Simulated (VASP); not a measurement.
# Blue phosphorene and its bilayer, part 7 of 8

Aim: relax blue phosphorene, place its levels against the vacuum, then find how two sheets stack and bind.

VASP 6.6.1; r2SCAN with rVV10; plane waves and PAW (P).

So far. Step 11 (A rigid stacking): Energy at zero smearing: -35.19991 eV.

### Step 12. Relaxing the bilayer

The lowest stacking relaxes at the monolayer's lattice.

The input, INCAR:

```
SYSTEM = P
PREC = Normal
ENCUT = 350
EDIFF = 1E-06
NELM = 120
ISMEAR = 0
SIGMA = 0.03
LREAL = .FALSE.
ALGO = Normal
METAGGA = R2SCAN
LUSE_VDW = .TRUE.
IVDW_NL = 2
BPARAM = 11.95
CPARAM = 0.0093
LASPH = .TRUE.
NBANDS = 16
LORBIT = 11
LWAVE = .FALSE.
LCHARG = .FALSE.
KPAR = 4
IBRION = 2
NSW = 50
ISIF = 2
EDIFFG = -0.015
POTIM = 0.4
MAXMIX = 40
IDIPOL = 3
LDIPOL = .TRUE.
DIPOL = 0.5 0.5 0.5
```

The input, POSCAR:

```
P
1.0
    3.2597576605      0.0000000000      0.0000000000
   -1.6298788303      2.8230329442      0.0000000000
    0.0000000000      0.0000000000     22.5377061808
P
4
Direct
    0.3333333300      0.6666666700      0.3771457500
    0.6666666700      0.3333333300      0.4312263600
    0.3333333300      0.6666666700      0.5687736400
    0.6666666700      0.3333333300      0.6228542500
```

The input, KPOINTS:

```
Automatic mesh
0
Gamma
12 12 1
0 0 0
```

Potentials, in the order of the species: P (PBE family, release 64).

Run with:

```sh
> mpirun -np 4 vasp_std
```

What it wrote:

```text
[... set-up lines as in an earlier step ...]
 entering main loop
       N       E                     dE             d eps       ncg     rms          rms(c)
Total rVV10 correction in eV:      0.4585139    23.2262648
Total rVV10 correction in eV:      0.4585139    23.2262648
Total rVV10 correction in eV:      0.4585139    23.2262648
Total rVV10 correction in eV:      0.4585139    23.2262648
[... 5 cycles as in an earlier step ...]
Total rVV10 correction in eV:      0.4661791    23.2268453
Total rVV10 correction in eV:      0.4661791    23.2268453
Total rVV10 correction in eV:      0.4661791    23.2268453
Total rVV10 correction in eV:      0.4661791    23.2268453
[... 1 cycle as in an earlier step ...]
Total rVV10 correction in eV:      0.4891913    23.2269254
Total rVV10 correction in eV:      0.4891913    23.2269254
Total rVV10 correction in eV:      0.4891913    23.2269254
Total rVV10 correction in eV:      0.4891913    23.2269254
[... 1 cycle as in an earlier step ...]
Total rVV10 correction in eV:      0.4866241    23.2267260
Total rVV10 correction in eV:      0.4866241    23.2267260
Total rVV10 correction in eV:      0.4866241    23.2267260
Total rVV10 correction in eV:      0.4866241    23.2267260
[... 1 cycle as in an earlier step ...]
Total rVV10 correction in eV:      0.4871372    23.2266679
Total rVV10 correction in eV:      0.4871372    23.2266679
Total rVV10 correction in eV:      0.4871372    23.2266679
Total rVV10 correction in eV:      0.4871372    23.2266679
[... 1 cycle as in an earlier step ...]
Total rVV10 correction in eV:      0.4872269    23.2265825
Total rVV10 correction in eV:      0.4872269    23.2265825
Total rVV10 correction in eV:      0.4872269    23.2265825
Total rVV10 correction in eV:      0.4872269    23.2265825
[... 1 cycle as in an earlier step ...]
Total rVV10 correction in eV:      0.4880896    23.2264948
Total rVV10 correction in eV:      0.4880896    23.2264948
Total rVV10 correction in eV:      0.4880896    23.2264948
Total rVV10 correction in eV:      0.4880896    23.2264948
[... 1 cycle as in an earlier step ...]
Total rVV10 correction in eV:      0.4881401    23.2264595
Total rVV10 correction in eV:      0.4881401    23.2264595
Total rVV10 correction in eV:      0.4881401    23.2264595
Total rVV10 correction in eV:      0.4881401    23.2264595
DAV:  12    -0.352046797762E+02   -0.41058E-04   -0.63192E-06   920   0.173E-02    0.721E-03
Total rVV10 correction in eV:      0.4883148    23.2263634
Total rVV10 correction in eV:      0.4883148    23.2263634
Total rVV10 correction in eV:      0.4883148    23.2263634
Total rVV10 correction in eV:      0.4883148    23.2263634
DAV:  13    -0.352047815347E+02   -0.10176E-03   -0.25549E-05   840   0.266E-02    0.230E-03
Total rVV10 correction in eV:      0.4883333    23.2263467
Total rVV10 correction in eV:      0.4883333    23.2263467
Total rVV10 correction in eV:      0.4883333    23.2263467
Total rVV10 correction in eV:      0.4883333    23.2263467
DAV:  14    -0.352047977214E+02   -0.16187E-04   -0.71108E-07   728   0.568E-03    0.222E-03
Total rVV10 correction in eV:      0.4883865    23.2262787
Total rVV10 correction in eV:      0.4883865    23.2262787
Total rVV10 correction in eV:      0.4883865    23.2262787
Total rVV10 correction in eV:      0.4883865    23.2262787
DAV:  15    -0.352048553812E+02   -0.57660E-04   -0.97898E-06   824   0.126E-02    0.185E-03
Total rVV10 correction in eV:      0.4884070    23.2262599
Total rVV10 correction in eV:      0.4884070    23.2262599
Total rVV10 correction in eV:      0.4884070    23.2262599
Total rVV10 correction in eV:      0.4884070    23.2262599
DAV:  16    -0.352048698171E+02   -0.14436E-04   -0.30500E-06   704   0.785E-03    0.137E-03
Total rVV10 correction in eV:      0.4884020    23.2262599
Total rVV10 correction in eV:      0.4884020    23.2262599
Total rVV10 correction in eV:      0.4884020    23.2262599
Total rVV10 correction in eV:      0.4884020    23.2262599
DAV:  17    -0.352048761178E+02   -0.63008E-05   -0.87814E-07   664   0.549E-03    0.322E-04
Total rVV10 correction in eV:      0.4883988    23.2262605
Total rVV10 correction in eV:      0.4883988    23.2262605
Total rVV10 correction in eV:      0.4883988    23.2262605
Total rVV10 correction in eV:      0.4883988    23.2262605
DAV:  18    -0.352048776984E+02   -0.15805E-05   -0.13261E-07   624   0.254E-03    0.254E-04
Total rVV10 correction in eV:      0.4883935    23.2262626
Total rVV10 correction in eV:      0.4883935    23.2262626
Total rVV10 correction in eV:      0.4883935    23.2262626
Total rVV10 correction in eV:      0.4883935    23.2262626
DAV:  19    -0.352048795523E+02   -0.18539E-05   -0.21789E-07   584   0.314E-03    0.272E-04
Total rVV10 correction in eV:      0.4883923    23.2262639
Total rVV10 correction in eV:      0.4883923    23.2262639
Total rVV10 correction in eV:      0.4883923    23.2262639
Total rVV10 correction in eV:      0.4883923    23.2262639
DAV:  20    -0.352048799052E+02   -0.35293E-06   -0.91669E-08   544   0.273E-03
Total rVV10 correction in eV:      0.4883916    23.2262653
Total rVV10 correction in eV:      0.4883916    23.2262653
Total rVV10 correction in eV:      0.4883916    23.2262653
Total rVV10 correction in eV:      0.4883916    23.2262653
Total rVV10 correction in eV:      0.4883913    23.2262649
Total rVV10 correction in eV:      0.4883913    23.2262649
Total rVV10 correction in eV:      0.4883913    23.2262649
Total rVV10 correction in eV:      0.4883913    23.2262649
   1 F= -.35204880E+02 E0= -.35204880E+02  d E =-.352049E+02
 curvature:   0.00 expect dE= 0.000E+00 dE for cont linesearch  0.000E+00
 trial: gam= 0.00000 g(F)=  0.793E-03 g(S)=  0.000E+00 ort = 0.000E+00 (trialstep = 0.100E+01)
 search vector abs. value=  0.793E-03
 bond charge predicted
       N       E                     dE             d eps       ncg     rms          rms(c)
Total rVV10 correction in eV:      0.4887391    23.2262656
Total rVV10 correction in eV:      0.4887391    23.2262656
Total rVV10 correction in eV:      0.4887391    23.2262656
Total rVV10 correction in eV:      0.4887391    23.2262656
DAV:   1    -0.352054930074E+02   -0.61346E-03   -0.14078E-02   632   0.673E-01    0.695E-02
Total rVV10 correction in eV:      0.4886232    23.2271616
Total rVV10 correction in eV:      0.4886232    23.2271616
Total rVV10 correction in eV:      0.4886232    23.2271616
Total rVV10 correction in eV:      0.4886232    23.2271616
DAV:   2    -0.352052042376E+02    0.28877E-03   -0.15630E-03   744   0.247E-01    0.920E-02
Total rVV10 correction in eV:      0.4887205    23.2266193
Total rVV10 correction in eV:      0.4887205    23.2266193
Total rVV10 correction in eV:      0.4887205    23.2266193
Total rVV10 correction in eV:      0.4887205    23.2266193
DAV:   3    -0.352055301654E+02   -0.32593E-03   -0.35866E-04   648   0.140E-01    0.229E-02
Total rVV10 correction in eV:      0.4887329    23.2263325
Total rVV10 correction in eV:      0.4887329    23.2263325
Total rVV10 correction in eV:      0.4887329    23.2263325
Total rVV10 correction in eV:      0.4887329    23.2263325
DAV:   4    -0.352055632303E+02   -0.33065E-04   -0.15955E-04   720   0.598E-02    0.237E-02
Total rVV10 correction in eV:      0.4887740    23.2262920
Total rVV10 correction in eV:      0.4887740    23.2262920
Total rVV10 correction in eV:      0.4887740    23.2262920
Total rVV10 correction in eV:      0.4887740    23.2262920
DAV:   5    -0.352056355290E+02   -0.72299E-04   -0.24536E-05   728   0.286E-02    0.160E-02
Total rVV10 correction in eV:      0.4887568    23.2262869
Total rVV10 correction in eV:      0.4887568    23.2262869
Total rVV10 correction in eV:      0.4887568    23.2262869
Total rVV10 correction in eV:      0.4887568    23.2262869
DAV:   6    -0.352056312005E+02    0.43285E-05   -0.23314E-06   680   0.108E-02    0.904E-03
Total rVV10 correction in eV:      0.4887576    23.2262770
Total rVV10 correction in eV:      0.4887576    23.2262770
Total rVV10 correction in eV:      0.4887576    23.2262770
Total rVV10 correction in eV:      0.4887576    23.2262770
DAV:   7    -0.352056350034E+02   -0.38030E-05   -0.63658E-07   568   0.581E-03    0.217E-03
Total rVV10 correction in eV:      0.4887580    23.2262678
Total rVV10 correction in eV:      0.4887580    23.2262678
Total rVV10 correction in eV:      0.4887580    23.2262678
Total rVV10 correction in eV:      0.4887580    23.2262678
DAV:   8    -0.352056388897E+02   -0.38863E-05   -0.29050E-07   592   0.466E-03    0.831E-04
Total rVV10 correction in eV:      0.4887582    23.2262660
Total rVV10 correction in eV:      0.4887582    23.2262660
Total rVV10 correction in eV:      0.4887582    23.2262660
Total rVV10 correction in eV:      0.4887582    23.2262660
DAV:   9    -0.352056382795E+02    0.61017E-06   -0.12568E-07   480   0.397E-03
Total rVV10 correction in eV:      0.4887582    23.2262650
Total rVV10 correction in eV:      0.4887582    23.2262650
Total rVV10 correction in eV:      0.4887582    23.2262650
Total rVV10 correction in eV:      0.4887582    23.2262650
Total rVV10 correction in eV:      0.4887585    23.2262661
Total rVV10 correction in eV:      0.4887585    23.2262661
Total rVV10 correction in eV:      0.4887585    23.2262661
Total rVV10 correction in eV:      0.4887585    23.2262661
   2 F= -.35205638E+02 E0= -.35205638E+02  d E =-.758374E-03
[... from here on, the cycles between the ionic steps are left out ...]
   3 F= -.35207465E+02 E0= -.35207465E+02  d E =-.258497E-02
   4 F= -.35209122E+02 E0= -.35209122E+02  d E =-.424173E-02
   5 F= -.35209360E+02 E0= -.35209360E+02  d E =-.238787E-03
   6 F= -.35210062E+02 E0= -.35210062E+02  d E =-.939962E-03
   7 F= -.35211409E+02 E0= -.35211409E+02  d E =-.228695E-02
   8 F= -.35213871E+02 E0= -.35213871E+02  d E =-.474946E-02
   9 F= -.35217900E+02 E0= -.35217900E+02  d E =-.877877E-02
  10 F= -.35222932E+02 E0= -.35222932E+02  d E =-.138100E-01
  11 F= -.35221743E+02 E0= -.35221743E+02  d E =-.126212E-01
  12 F= -.35224299E+02 E0= -.35224299E+02  d E =-.151777E-01
  13 F= -.35225829E+02 E0= -.35225829E+02  d E =-.152985E-02
  14 F= -.35226231E+02 E0= -.35226231E+02  d E =-.193214E-02
 curvature:   0.91 expect dE= 0.298E-03 dE for cont linesearch  0.582E-05
 ZBRENT: interpolating
 opt :   1.4936  next Energy=   -35.226396 (dE=-0.210E-02)
 bond charge predicted
       N       E                     dE             d eps       ncg     rms          rms(c)
Total rVV10 correction in eV:      0.5059984    23.2262712
Total rVV10 correction in eV:      0.5059984    23.2262712
Total rVV10 correction in eV:      0.5059984    23.2262712
Total rVV10 correction in eV:      0.5059984    23.2262712
DAV:   1    -0.352231880797E+02    0.30432E-02   -0.29444E-01   608   0.310E+00    0.304E-01
Total rVV10 correction in eV:      0.5059066    23.2263412
Total rVV10 correction in eV:      0.5059066    23.2263412
Total rVV10 correction in eV:      0.5059066    23.2263412
Total rVV10 correction in eV:      0.5059066    23.2263412
DAV:   2    -0.352262684347E+02   -0.30804E-02   -0.22706E-02   632   0.938E-01    0.150E-01
Total rVV10 correction in eV:      0.5059641    23.2262704
Total rVV10 correction in eV:      0.5059641    23.2262704
Total rVV10 correction in eV:      0.5059641    23.2262704
Total rVV10 correction in eV:      0.5059641    23.2262704
DAV:   3    -0.352263821511E+02   -0.11372E-03   -0.91204E-04   912   0.184E-01    0.322E-02
Total rVV10 correction in eV:      0.5059932    23.2262651
Total rVV10 correction in eV:      0.5059932    23.2262651
Total rVV10 correction in eV:      0.5059932    23.2262651
Total rVV10 correction in eV:      0.5059932    23.2262651
DAV:   4    -0.352263934550E+02   -0.11304E-04   -0.22980E-05   752   0.320E-02    0.141E-02
Total rVV10 correction in eV:      0.5059929    23.2262657
Total rVV10 correction in eV:      0.5059929    23.2262657
Total rVV10 correction in eV:      0.5059929    23.2262657
Total rVV10 correction in eV:      0.5059929    23.2262657
DAV:   5    -0.352263959486E+02   -0.24936E-05   -0.11295E-06   680   0.890E-03    0.714E-03
Total rVV10 correction in eV:      0.5059871    23.2262668
Total rVV10 correction in eV:      0.5059871    23.2262668
Total rVV10 correction in eV:      0.5059871    23.2262668
Total rVV10 correction in eV:      0.5059871    23.2262668
DAV:   6    -0.352263948365E+02    0.11121E-05   -0.45457E-07   536   0.583E-03    0.464E-03
Total rVV10 correction in eV:      0.5059893    23.2262675
Total rVV10 correction in eV:      0.5059893    23.2262675
Total rVV10 correction in eV:      0.5059893    23.2262675
Total rVV10 correction in eV:      0.5059893    23.2262675
DAV:   7    -0.352263949333E+02   -0.96805E-07   -0.13015E-07   512   0.347E-03
Total rVV10 correction in eV:      0.5059930    23.2262687
Total rVV10 correction in eV:      0.5059930    23.2262687
Total rVV10 correction in eV:      0.5059930    23.2262687
Total rVV10 correction in eV:      0.5059930    23.2262687
Total rVV10 correction in eV:      0.5059910    23.2262683
Total rVV10 correction in eV:      0.5059910    23.2262683
Total rVV10 correction in eV:      0.5059910    23.2262683
Total rVV10 correction in eV:      0.5059910    23.2262683
  15 F= -.35226395E+02 E0= -.35226395E+02  d E =-.209560E-02
 curvature: -25.76 expect dE=-0.221E-04 dE for cont linesearch -0.104E-05
 trial: gam= 0.00000 g(F)=  0.859E-06 g(S)=  0.000E+00 ort =-0.613E-04 (trialstep = 0.844E+00)
 search vector abs. value=  0.860E-06
 reached required accuracy - stopping structural energy minimisation
```

It took 4.5 min on 4 MPI ranks of Intel Xeon 6975P-C (Granite Rapids), shared host; peak memory 1.2 GiB.

Parts of OUTCAR (step 12):

```text
   NELECT =      20.0000    total number of electrons

 E-fermi :  -1.5430

 k-point     1 :       0.0000    0.0000    0.0000
  band No.  band energies     occupation
    ...
      6      -2.4864      2.00000
      7      -2.4864      2.00000
      8      -2.4613      2.00000
      9      -2.4613      2.00000
     10      -1.8486      2.00000
     11       1.9422      0.00000
     12       1.9422      0.00000
     13       1.9546      0.00000
     14       1.9546      0.00000
     15       2.1445      0.00000
    ...

  Total        0.0458186      0.0458186     -0.0253386     -0.0000000      0.0000000      0.0000000
  in kB        0.3539495      0.3539495     -0.1957410     -0.0000000      0.0000000      0.0000000
  external PRESSURE =       0.1707193 kB  Pullay stress =       0.0000000 kB

 POSITION                                       TOTAL-FORCE (eV/Angst)
 -----------------------------------------------------------------------------------
     -0.00000      1.88202      8.31289         0.000000      0.000000     -0.002054
      1.62988      0.94101      9.53282         0.000000     -0.000000      0.002630
     -0.00000      1.88202     13.00489        -0.000000      0.000000     -0.002630
      1.62988      0.94101     14.22481        -0.000000      0.000000      0.002054
 -----------------------------------------------------------------------------------
    total drift:                                0.000000     -0.000000      0.000000

  FREE ENERGIE OF THE ION-ELECTRON SYSTEM (eV)
  ---------------------------------------------------
  free  energy   TOTEN  =       -35.2263949333 eV

  energy  without entropy=      -35.2263949333  energy(sigma->0) =      -35.22639493

 vacuum level on the upper side and lower side of the slab         4.151         4.151

[... 10 parts as in an earlier step ...]

[... 9 further parts left out ...]
```

CONTCAR:

```
P
   1.00000000000000
     3.2597576605000000    0.0000000000000000    0.0000000000000000
    -1.6298788303000000    2.8230329441999999    0.0000000000000000
     0.0000000000000000    0.0000000000000000   22.5377061808000008
  P
     4
Direct
     0.3333333300000021    0.6666666699999979    0.3688438796496391
     0.6666666699999979    0.3333333300000021    0.4229719741746513
     0.3333333300000021    0.6666666699999979    0.5770280258253486
     0.6666666699999979    0.3333333300000021    0.6311561203503609
```

The steps of the relaxation:

```csv
step,energy less that of the first step (eV),largest force (eV/Å)
1,0.0000,0.0860
2,-0.0008,0.0742
3,-0.0026,0.1353
4,-0.0042,0.2595
5,-0.0045,0.2571
6,-0.0052,0.2475
7,-0.0065,0.2300
8,-0.0090,0.1945
9,-0.0130,0.1238
10,-0.0181,0.0567
11,-0.0169,0.2828
12,-0.0194,0.1598
13,-0.0209,0.0840
14,-0.0214,0.0480
15,-0.0215,0.0026
```

The atoms that moved most (Å):

```csv
atom,dx,dy,dz,length
P1,0.000,0.000,-0.187,0.187
P4,0.000,0.000,0.187,0.187
P3,0.000,0.000,0.186,0.186
P2,0.000,0.000,-0.186,0.186
```

Final coordinates:

```xyz
4
Lattice="3.2598 0.0000 0.0000 -1.6299 2.8230 0.0000 0.0000 0.0000 22.5377" Properties=species:S:1:pos:R:3
P     0.0000    1.8820    8.3129
P     1.6299    0.9410    9.5328
P     0.0000    1.8820   13.0049
P     1.6299    0.9410   14.2248
```

Numbers from this step:

| Item | Value |
| --- | --- |
| electronic cycles | 111 |
| free energy (TOTEN) | -35.23 eV |
| Fermi energy | -1.543 eV |
| dipole moment | 0, 0, 0 e·Å |
| gap on the k-mesh | 1.497 eV |
| least direct gap on the k-mesh | 2.042 eV |

The run ended after 15 ionic steps, 0.022 eV below its first step, once the forces on the free atoms met EDIFFG = -0.015.

(Continued in part 8 of 8.)

[Lines on the potential files, build, host, timing and source positions are cut from VASP's logs without a mark.]

[Logs are printed without paths, hosts, clocks, repeated set-up lines and the standing remarks that a program may print on its own settings, such as how far it seeks lower states.]

[Hosts, paths, dates, database ids (printed as entryN), source tags and the programs' standing remarks are cut or masked in the printed files.]

[Runs that stopped without an error message from VASP are left out.]
